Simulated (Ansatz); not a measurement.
# NiO: a trigonal deformation path

The task, for NiO: look for other minima along a trigonal path.

Method: DFT PBE, scalar-relativistic, plane waves, PAW, in Ansatz 0.2.0.

## Step 1: Starting point

It takes space group Fm-3m (No. 225, cubic). The conventional cell has a = 4.183 Å, b = 4.183 Å, c = 4.183 Å, α = 90.00°, β = 90.00°, γ = 90.00°. Ni (site symmetry m-3m) is surrounded by 6 O at 2.09 Å. O (site symmetry m-3m) has 6 Ni at 2.09 Å as nearest neighbours.

Coordinates:

```
Ni O
1.0
     0.00000    2.09131    2.09131
     2.09131    0.00000    2.09131
     2.09131    2.09131    0.00000
Ni O
1 1
Direct
  0.00000 0.00000 0.00000
  0.50000 0.50000 0.50000
```

No relaxation comes first: the listed cell is the starting point.

## Step 2: The undisturbed cell

The input, input.yaml:

```yaml
crystal:
  lattice:
    - [0.0, 2.09131, 2.09131]
    - [2.09131, 0.0, 2.09131]
    - [2.09131, 2.09131, 0.0]
  atoms:
    - { symbol: Ni, position: [0.0, 0.0, 0.0], spin: 1.61 }
    - { symbol: O, position: [0.5, 0.5, 0.5], spin: 0.33 }
basis:
  ecutwfc: 420
kpoints:
  mp_grid: { grid: [22, 22, 22] }
hamiltonian:
  xc: pbe
scf:
  occupations: { method: gaussian, width: 0.15 }
output:
  forces: true
  stress: true
  eigenvalues: true
  populations: true
magnetization:
  spin_polarized: true
```

Started as:

```
$ ansatz run input.yaml --threads 1 --pin off --max-ram 2560MiB --backend cpu --events-out ev --progress --plain --runs-dir out
```

## Step 3: The scan: a trigonal deformation path

At fixed volume and fractional coordinates, lengths along (0.577, 0.577, 0.577) are scaled against those across it; ρ is that ratio over its starting value.

## Step 4: At ρ = 0.500

input.yaml: that of step 2 with these lines changed.

```diff
@@ -2,5 +2,5 @@
   lattice:
-    - [0.0, 2.09131, 2.09131]
-    - [2.09131, 0.0, 2.09131]
-    - [2.09131, 2.09131, 0.0]
+    - [-0.8782951636, 1.7565903272, 1.7565903272]
+    - [1.7565903272, -0.8782951636, 1.7565903272]
+    - [1.7565903272, 1.7565903272, -0.8782951636]
   atoms:
```

## Step 5: At ρ = 2.000

input.yaml: that of step 4 with these lines changed.

```diff
@@ -2,5 +2,5 @@
   lattice:
-    - [-0.8782951636, 1.7565903272, 1.7565903272]
-    - [1.7565903272, -0.8782951636, 1.7565903272]
-    - [1.7565903272, 1.7565903272, -0.8782951636]
+    - [1.1065825647, 2.7664564117, 2.7664564117]
+    - [2.7664564117, 1.1065825647, 2.7664564117]
+    - [2.7664564117, 2.7664564117, 1.1065825647]
   atoms:
```

## Step 6: At ρ = 0.710

input.yaml: that of step 5 with these lines changed.

```diff
@@ -2,5 +2,5 @@
   lattice:
-    - [1.1065825647, 2.7664564117, 2.7664564117]
-    - [2.7664564117, 1.1065825647, 2.7664564117]
-    - [2.7664564117, 2.7664564117, 1.1065825647]
+    - [-0.4532164904, 1.8910067358, 1.8910067358]
+    - [1.8910067358, -0.4532164904, 1.8910067358]
+    - [1.8910067358, 1.8910067358, -0.4532164904]
   atoms:
@@ -21,2 +21,6 @@
   populations: true
+  write_density: true
+  write_potential: true
+  elf: true
+  volumetric_format: npy
 magnetization:
```

(Steps that only read results are left out.)

Q: Predict the outcome of this session. Wanted: highest point.

As calculated:

| quantity | value |
| --- | --- |
| highest point | 1257.0 meV/atom at ρ = 2.000 |

No sampled point lies below the undisturbed cell. No further minimum shows among the sampled points. At ρ = 0.500 the cell takes another symmetry, Pm-3m, 500.8 meV/atom from the start at this fixed volume. With one magnetic atom in the cell only ferromagnetic order fits, and no U was applied, so an antiferromagnetic state was not tested. Without a U such compounds often come out metallic though many are antiferromagnetic insulators.
